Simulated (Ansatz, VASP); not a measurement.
**One calculation of Al, two programs**

File INCAR:

```
  PREC = Accurate
  ENCUT = 520
  EDIFF = 1E-6
  ISMEAR = -1
  SIGMA = 0.08
  LREAL = F
  LASPH = T
  NELM = 80
  ALGO = Normal
  ISIF = 2
  LWAVE = F
  LCHARG = F
  GGA = PE
  NBANDS = 8
```

Contents of KPOINTS:

```
regular mesh
0
Gamma
  16 16 16
```

Contents of POSCAR:

```
Al
1.0
    2.5686227154      0.0000000000      0.0000000000
    0.0000000000      2.5686227154      0.0000000000
    0.0000000000      0.0000000000      2.5686227154
Al
1
Direct
    0.0000000000      0.0000000000      0.0000000000
```

Input for Ansatz:

```yaml
crystal:
  lattice:
    - [2.5686227154, 0.0, 0.0]
    - [0.0, 2.5686227154, 0.0]
    - [0.0, 0.0, 2.5686227154]
  atoms:
    - { symbol: Al, position: [0.0, 0.0, 0.0] }
kpoints:
  mp_grid: { grid: [16, 16, 16] }
scf:
  occupations: { method: fermi_dirac, width: 0.08 }
hamiltonian:
  xc: pbe
  pseudopotentials: { kind: nc }
output:
  forces: true
  stress: true
  eigenvalues: true
```

Change from the starting cell: volume scaled by 0.84, norm-conserving files.

Alike in both runs: task single point; functional PBE; k mesh 16 × 16 × 16; occupations fermi-dirac, width 0.08 eV; no spin polarisation.

|  | VASP | Ansatz |
| --- | --- | --- |
| version | VASP 6.6.1 | Ansatz 0.2.0 |
| potentials or method | VASP PAW PBE potentials, release 64 (Al) | norm-conserving pseudopotentials, scalar-relativistic |
| plane-wave cutoff (eV) | 520 | 544 |
| valence electrons in the cell | 3 | 3 |

|  | VASP | Ansatz | Ansatz less VASP |
| --- | --- | --- | --- |
| pressure (GPa) | 14.4 | 14.3 | -0.13 |
